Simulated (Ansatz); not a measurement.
**AlNi: a trigonal deformation path**

An exercise on one series of results from a longer session: the logs are not shown, and one member is left open.

Computed with Ansatz 0.2.0 (DFT PBE, scalar-relativistic, plane waves, PAW, unless a step's input says otherwise).

## Starting point

Symmetry: Pm-3m, No. 221, cubic system. Conventional cell: a = 2.881 Å, b = 2.881 Å, c = 2.881 Å, α = 90.00°, β = 90.00°, γ = 90.00°. Al (site symmetry m-3m) has 8 Ni at 2.50 Å as nearest neighbours. Around Ni (site symmetry m-3m) lie 8 Al at 2.50 Å.

Coordinates:

```
CELL_PARAMETERS angstrom
2.88100 0.00000 0.00000
0.00000 2.88100 0.00000
0.00000 0.00000 2.88100
ATOMIC_POSITIONS crystal
Al 0.00000 0.00000 0.00000
Ni 0.50000 0.50000 0.50000
```

No relaxation comes first: the listed cell is the starting point.

## Zero of energy

Reference values: F = -6378.5334 eV; pressure 2.07 GPa; largest force 0.000 eV/Å; gap on the mesh none (metal). It was computed beforehand with the settings of the runs below.

The first run:

At fixed volume and fractional coordinates, lengths along (0.577, 0.577, 0.577) are scaled against those across it; ρ is that ratio over its starting value.

Contents of input.yaml:

```yaml
crystal:
  lattice:
    - [3.024860454, -0.6049720908, -0.6049720908]
    - [-0.6049720908, 3.024860454, -0.6049720908]
    - [-0.6049720908, -0.6049720908, 3.024860454]
  atoms:
    - { symbol: Al, position: [0.0, 0.0, 0.0] }
    - { symbol: Ni, position: [0.5, 0.5, 0.5] }
basis:
  ecutwfc: 420
kpoints:
  mp_grid: { grid: [18, 18, 18] }
hamiltonian:
  xc: pbe
scf:
  occupations: { method: gaussian, width: 0.15 }
output:
  forces: true
  stress: true
  eigenvalues: true
```

Command:

```
ansatz run input.yaml --threads 1 --pin off --max-ram 2560MiB --backend cpu --events-out ev --progress --plain --runs-dir out
```

Steps of the session up to this table: Point ρ = 0.500; ρ = 2.000; Point ρ = 0.710; ρ = 1.410; At ρ = 0.600; Point ρ = 0.850; Point ρ = 1.200; At ρ = 1.700; At ρ = 0.930; At ρ = 1.080.

One table of the session follows, with a row left open; its other results are not shown here.

It belongs to the step «The scan collected». The scan, with free energies counted from the undisturbed cell:

```
    ρ  ΔE (meV/atom)  pressure (GPa)
0.500         6103.9           137.1
0.600         2859.9            71.5
0.710         1090.9            31.0
0.850              ?               ?
0.930           35.5             3.2
1.000            0.0             2.1
1.080           32.5             3.1
1.200          155.1             7.2
1.410          429.2            16.5
1.700          732.3            26.6
2.000          810.5            29.4
```

Estimate the missing values for ρ = 0.850.

Worked estimate for «ΔE (meV/atom)». A straight line through the neighbours (0.710, 1090.9) and (0.930, 35.5) gives 1090.9 + (35.5 − 1090.9) × (0.850 − 0.710) / (0.930 − 0.710) = 419.3; a parabola fitted to 4 rows on both sides gives 63.4.

As computed: ΔE (meV/atom): 198.9; pressure (GPa): 7.9. In «ΔE (meV/atom)» the line misses by +220.4 and the parabola by -135.5.

To keep in mind: Spin polarisation is off in the runs that give these values; a magnetic solution could lie lower.
